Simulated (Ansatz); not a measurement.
## Sr: enthalpy under pressure, worked through

All numbers below come from DFT PBE, scalar-relativistic, plane waves, PAW in Ansatz. Run with 420 eV cutoff, 12×12×4 k-mesh, Gaussian smearing of 0.10 eV, no spin polarisation.

Starting point, cell and atoms relaxed:

```
Sr
1.0
     4.26272    0.00000    0.00000
    -2.13136    3.69162    0.00000
     0.00000    0.00000   13.97665
Sr
4
Direct
  0.00000 0.00000 0.00000
  0.33333 0.66667 0.25000
  0.00000 0.00000 0.50000
  0.66667 0.33333 0.75000
```

Cell and atoms were relaxed at each target pressure within the start's symmetry (P6_3/mmc), at zero temperature; other phases can be more stable under pressure. H = E + PV with P the target; E is the free energy at the smearing used, whose derivative the pressure is, per atom and counted from zero pressure. The mesh named is that at zero pressure; some other pressures ran on another.

| P (GPa) | V (Å³/atom) | E − E0 (meV) | H − H0 (meV) |
| --- | --- | --- | --- |
| 0 | 54.985 | 0.0 | 0.0 |
| 1 | 50.858 | 12.8 | 330.2 |
| 4 | 43.385 | 124.1 | 1207.3 |
| 12 | 33.755 | 573.2 | 3101.4 |
| 25 | 26.192 | 1408.9 | 5495.8 |
| 50 | 19.437 | 2913.9 | 8979.6 |
| 90 | 15.143 | 4710.3 | 13216.8 |

Problem. Thermodynamics gives dH/dP = V along a relaxed path. Integrate V over P by the trapezoid rule and compare with the computed enthalpies.

Solution. With 1 eV/Å³ = 160.22 GPa, each step adds the mean volume times ΔP / 160.22:
```csv
P (GPa),∫V dP (meV),H − H0 (meV),difference (meV)
1,330.3,330.2,0.1
4,1212.6,1207.3,5.4
12,3138.5,3101.4,37.1
25,5570.6,5495.8,74.7
50,9130.4,8979.6,150.9
90,13447.0,13216.8,230.2
```

V(P) curves upward, so the trapezoid rule runs high; integrating a smooth curve through the same points puts that excess at about 231.6 meV at 90 GPa, against the 230.2 meV found.

Problem. At 90 GPa, how much of the enthalpy change is stored energy and how much is the PV term?

Solution. E rises by 4710 meV/atom and PV is 90 × 15.143 / 160.22 = 8507 meV/atom, so PV makes 64 % of ΔH. So between rival structures at high pressure a small difference in volume can outweigh the difference in energy: 1 % of this volume is worth 85.1 meV/atom at this pressure.

Problem. What bulk modulus do the lowest pressures give?

Solution. From the pressures that the runs reached, -0.95 GPa (60.464 Å³) and 1.04 GPa (50.858 Å³), B = −ΔP/Δln V = 1.99 / 0.1730 = 11 GPa, a mean over that range.

This form isn't the element's structure at ambient conditions.